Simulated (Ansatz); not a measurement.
# ZrSiO4: O interstitial

All numbers are calculated (PBE, no spin polarisation, no spin-orbit coupling; Ansatz, PAW set soft_2, 420 eV, k-mesh 2×2×2), not measured.

The relaxed host crystal (Kohn–Sham gap 4.59 eV over the whole zone):

```yaml
crystal:
  lattice:
    - [-3.33876, 3.33876, 3.01174]
    - [3.33876, -3.33876, 3.01174]
    - [3.33876, 3.33876, -3.01174]
  atoms:
    - { symbol: Zr, position: [0.00000, 0.00000, 0.00000] }
    - { symbol: Zr, position: [0.75000, 0.25000, 0.50000] }
    - { symbol: Si, position: [0.50000, 0.50000, 0.00000] }
    - { symbol: Si, position: [0.25000, 0.75000, 0.50000] }
    - { symbol: O, position: [0.13591, 0.31967, 0.81624] }
    - { symbol: O, position: [0.06967, 0.75343, 0.68376] }
    - { symbol: O, position: [0.06967, 0.38591, 0.31624] }
    - { symbol: O, position: [0.50343, 0.31967, 0.18376] }
    - { symbol: O, position: [0.68033, 0.49657, 0.81624] }
    - { symbol: O, position: [0.61409, 0.93033, 0.68376] }
    - { symbol: O, position: [0.24657, 0.93033, 0.31624] }
    - { symbol: O, position: [0.68033, 0.86409, 0.18376] }
```

Supercell of 36 atoms, rows of the matrix [[1,0,1],[0,-1,-1],[1,2,0]] times the cell vectors; O interstitial at (0.333, 0.125, 0.708) in fractions of the cell above. Atoms are relaxed at the host's cell, from a start shaken by 0.05 Å near the defect; charged cells sit in a uniform background.

Nearest atoms to the added O: charge 0: O 1.51 Å, Si 1.70 Å, Zr 2.26 Å, O 2.51 Å, O 2.54 Å, O 2.66 Å, O 2.70 Å, O 2.78 Å; charge -2: Si 1.70 Å, Zr 2.12 Å, O 2.22 Å, O 2.31 Å, O 2.37 Å, O 2.54 Å, Si 2.58 Å, O 2.62 Å.

The largest move of an atom from its ideal place is 1.5 Å at charge 0, 1.2 Å at charge -2, so the cell rearranged and didn't merely relax.

```tsv
charge	gap of the cell on the mesh (eV)	carriers
0	3.97	none in the bands
-2	3.15	none in the bands
```

On this mesh the host's own supercell has a gap of 4.62 eV.

Formation energy of the neutral defect: 2.49 eV, taking atoms from and to the elements' standard states (no corrections for gases), so it belongs to those chemical potentials alone.

Caveats: semilocal functionals make gaps too small, which shifts levels too; small supercell, so energies and levels can be off by tenths of an eV; one random start near the defect, so other minima are possible.
